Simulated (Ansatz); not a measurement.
**Pb under changes of volume**

One of the cells (30.323 Å³/atom); the others are scaled copies at fixed shape and fractional positions:

```
Pb
1.0
     0.00000    2.47502    2.47502
     2.47502    0.00000    2.47502
     2.47502    2.47502    0.00000
Pb
1
Direct
  0.00000 0.00000 0.00000
```

| Quantity | Value |
| --- | --- |
| Program | Ansatz 0.2.0 |
| Functional | exchange-only PBE |
| Potentials or basis | Ansatz PAW |
| Cutoff | 420 eV (not typed: the program's choice for these potentials) |
| k mesh | 9 × 9 × 9 |
| Occupations | fermi-dirac, width 0.05 eV |
| Spin | no spin polarisation |

```tsv
volume (Å³/atom)	energy over the lowest point (meV/atom)	pressure (GPa)
28.503	?	?
29.110	208.20	14.6
29.716	156.14	13.0
30.323	109.89	11.5
30.929	68.80	10.2
31.535	32.29	9.1
32.142	0.00	8.0
```

Question: What does the run at 28.503 Å³/atom give?

Answer: Energy over the lowest point 266.72 meV/atom; pressure 16.4 GPa.

Worked out: A Birch-Murnaghan fit of order 3 (a polynomial in V^(-2/3)) to the other rows has no minimum within the range. It gives 266.74 meV/atom at 28.503 Å³/atom, against the run's 266.72, and -dE/dV = 16.4 GPa, against 16.4.

Energies are extrapolated to zero smearing.

Caveats: the PAW data sets come from PBE, with cores solved anew for the run's functional, which leaves a small shift of forces and pressure.
